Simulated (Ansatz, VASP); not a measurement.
## Two plane-wave programs on C

File INCAR:

```
SYSTEM = C
PREC = Accurate ; ENCUT = 520
EDIFF = 1E-6 ; ISMEAR = -1
SIGMA = 0.1 ; LREAL = .FALSE.
LASPH = .TRUE. ; NELM = 150
ALGO = Normal ; ISIF = 2
LWAVE = .FALSE. ; LCHARG = .FALSE.
LNONCOLLINEAR = .TRUE. ; MAGMOM = 0 0 0
LORBIT = 11 ; LSORBIT = .TRUE.
GGA_COMPAT = .FALSE. ; LORBMOM = .TRUE.
GGA = CA ; NBANDS = 15
```

File KPOINTS:

```
Automatic mesh
0
G
  19 19 19
  0 0 0
```

The input POSCAR:

```
C
1.0
   -1.1646087104      1.1646087104      1.1646087104
    1.1646087104     -1.1646087104      1.1646087104
    1.1646087104      1.1646087104     -1.1646087104
C
1
Direct
    0.0000000000      0.0000000000      0.0000000000
```

Input for Ansatz:

```yaml
crystal:
  lattice:
    - [-1.1646087104, 1.1646087104, 1.1646087104]
    - [1.1646087104, -1.1646087104, 1.1646087104]
    - [1.1646087104, 1.1646087104, -1.1646087104]
  atoms:
    - { symbol: C, position: [0.0, 0.0, 0.0] }
hamiltonian:
  xc: lda
  pseudopotentials:
    kind: paw_fr
    azcp:
      C: "pseudopotentials/C.paw.azcp"
basis:
  ecutwfc: 420
  fft_grid_basis: typed
kpoints:
  mp_grid: { grid: [19, 19, 19], shift: [0, 0, 0] }
magnetization:
  noncollinear: true
  spin_orbit: true
scf:
  occupations: { method: fermi_dirac, width: 0.1 }
output:
  write_density: true
  write_potential: true
  elf: true
  volumetric_format: npy
```

Alike in both runs: task single point; functional LDA; k mesh 19 × 19 × 19; occupations fermi-dirac, width 0.1 eV; non-collinear spin, spin-orbit coupling.

|  | VASP | Ansatz |
| --- | --- | --- |
| version | VASP 6.6.1 | Ansatz 0.2.0 |
| potentials or method | VASP PAW LDA potentials, release 64 (C) | plane waves (420 eV) with PAW, fully relativistic with spin-orbit coupling |
| plane-wave cutoff (eV) | 520 | 420 |
| valence electrons in the cell | 4 | 4 |

|  | VASP | Ansatz | Ansatz less VASP |
| --- | --- | --- | --- |
| net moment per atom (μB) | 0.00 | 0.00 | 0.000 |

Ansatz warned: «pseudo_functional_mismatch».
